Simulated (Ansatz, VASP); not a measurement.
GaAs: VASP beside Ansatz

```
Ga As
1.0
     0.00000    2.83309    2.71976
     2.83309    0.00000    2.71976
     2.83309    2.83309    0.00000
Ga As
1 1
Direct
  0.00000 0.00000 0.00000
  0.25000 0.25000 0.25000
```

Change from the starting cell: uniaxial_z strain -4.0%.

Alike in both runs: task single point; functional r2SCAN; k mesh 8 × 8 × 8; no spin polarisation.

|  | VASP | Ansatz |
| --- | --- | --- |
| version | VASP 6.6.1 | Ansatz 0.2.0 |
| potentials or method | VASP PAW PBE potentials, release 64 (Ga_d, As) | plane waves, PAW |
| plane-wave cutoff (eV) | 520 | 500 |
| occupations | gaussian, width 0.01 eV | fixed |
| valence electrons in the cell | 18 | 28 |

Ansatz gave:

| Item | Value |
| --- | --- |
| gap on the k mesh at the Fermi level (eV) | 1.13 |
| pressure (GPa) | 3.2 |
| largest component of the traceless stress (GPa) | 1.71 |

Task: What did VASP give for the same quantities?

Result: gap on the k mesh at the Fermi level (eV): 1.11; pressure (GPa): 3.4; largest component of the traceless stress (GPa): 1.71.

The two sets of potentials don't hold the same shells in valence.

Caveats: the PAW data sets were made with another functional, which shifts forces and pressure a little (VASP). A k mesh can miss the band edges.
